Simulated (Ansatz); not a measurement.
A series in volume scale on NbC

Periodic Kohn-Sham DFT of a crystal at fixed atoms, scaled to volume_scale times the given cell; pressure positive in compression, energy less spherical unpolarised free atoms, largest_vzz the field gradient of largest size among the nuclei. The results are calculated, by Ansatz 0.2.0.

The cell before it is scaled or strained (space group Fm-3m, No. 225):
```
NbC
1.0
      0.0000     2.2000     2.2000
      2.2000     0.0000     2.2000
      2.2000     2.2000     0.0000
Nb C
1 1
Direct
  0.00000 0.00000 0.00000
  0.50000 0.50000 0.50000
```

Settings of every row: method frozen-core PAW; functional PBEsol; relativity scalar; k mesh 14x14x14; filling fermi-dirac; smearing width 0.08 eV; wave cutoff 420 eV; paw set soft_2.

Atom start moment: 0 on all atoms.

Limits: PAW files made with PBE.

| row | volume scale | V (Å³/atom) | pressure (GPa) |
| --- | --- | --- | --- |
| 1 | 0.94 | 10.009 | 37.44 |
| 2 | 0.9405 | 10.014 | 37.191 |
| 3 | 0.96 | 10.222 | 27.966 |
| 4 | 0.97 | 10.329 | 23.577 |
| 5 | 0.98 | 10.435 | 19.405 |
| 6 | 0.99 | 10.542 | 15.436 |
| 7 | 1 | 10.648 | 11.663 |
| 8 | 1.01 | 10.754 | 8.074 |
| 9 | 1.02 | 10.861 | ? |
| 10 | 1.03 | 10.967 | 1.416 |
| 11 | 1.04 | 11.074 | -1.67 |

Question: what pressure should row 9 give?

Worked fit of pressure. Take u = (V_r/V)^(2/3) − 1 with V_r = 10.489 Å³ an atom, which is twice the finite (Eulerian) strain; such expansions in the strain, on which the Birch-Murnaghan equation of state is built, carry the rest volume and the bulk modulus. The shown rows have u = 0.03172, 0.03138, 0.01734, 0.0103, 0.00345, -0.00335, -0.00998, -0.0165, -0.02927, -0.03554. Least squares give pressure = 17.3725 + 586.844 × u + 1432.59 × u² GPa; a straight line predicts inner rows, each left out in turn, worse (root mean square 0.69 against 0.012 GPa). The rows lie off it by 0.011, -0.007, -0.013, 0.008, -0.009, 0.013, 0.005, -0.006, -0.007, 0.004 (root mean square 0.0088 GPa). The pressure vanishes at u = -0.0321, or V = 11.02 Å³ an atom, and there the bulk modulus at fixed shape and fractions is B = −V dP/dV = (2/3)(1 + u) dP/du = 319 GPa. The withheld row has u = -0.02297, so the fit gives 17.3725 + 586.844 × (-0.02297) + 1432.59 × (-0.02297)² = 4.649 GPa.

The calculation gave 4.662 GPa. The fit lies 0.013 GPa (0.033 % of the column's range) below it; its largest miss of a shown row is 0.013 GPa.
